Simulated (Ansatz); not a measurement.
ZnS (R3m) from a database of computed structures, relaxed with r2SCAN in the PAW code Ansatz: the symmetry is R3m (No. 160, trigonal); a = 3.807 Å, c = 28.065 Å in the conventional setting, 19.57 Å³ an atom. Around Zn lie 4 S at 2.33–2.34 Å; around Zn lie 4 S at 2.33 Å; around S lie 4 Zn at 2.33–2.34 Å; around S lie 4 Zn at 2.33 Å. The primitive cell holds 6 atoms in 117.41 Å³. No spin polarisation and no zero-point or thermal motion.

Computed values: PBE gives a gap of 2.19 eV and PBE0 (25 % exact exchange) 4.11 eV; one over PBE's mean ε∞ is 0.170. HSE06 (4×4×4) gives a least gap of 3.43 eV, direct.

(1) What is the density?

(2) Taking the gap as linear in the share of unscreened exchange, estimate the gap of the hybrid whose share is 1/ε∞.

(3) At what wavelength does absorption set in by HSE06, excitons left aside?

Answers

(1) The cell holds 3 Zn, 3 S: M = 3×65.380 + 3×32.060 = 292.32 u in V = 117.41 Å³. ρ = 1.66054 × M/V = 1.66054 × 292.32/117.41 = 4.134 g/cm³, for the static r2SCAN lattice.

(2) The slope is (4.11 − 2.19)/0.25 = 7.68 eV per unit share, so E_g ≈ 2.19 + 7.68 × 0.170 = 3.50 eV. The run with that share gives 3.48 eV (4×4×4 mesh), -0.01 eV from the straight line.

(3) λ = 1239.84 eV nm/E: 361 nm for the least gap. That lies in the ultraviolet, so by this gap the crystal is transparent to visible light.
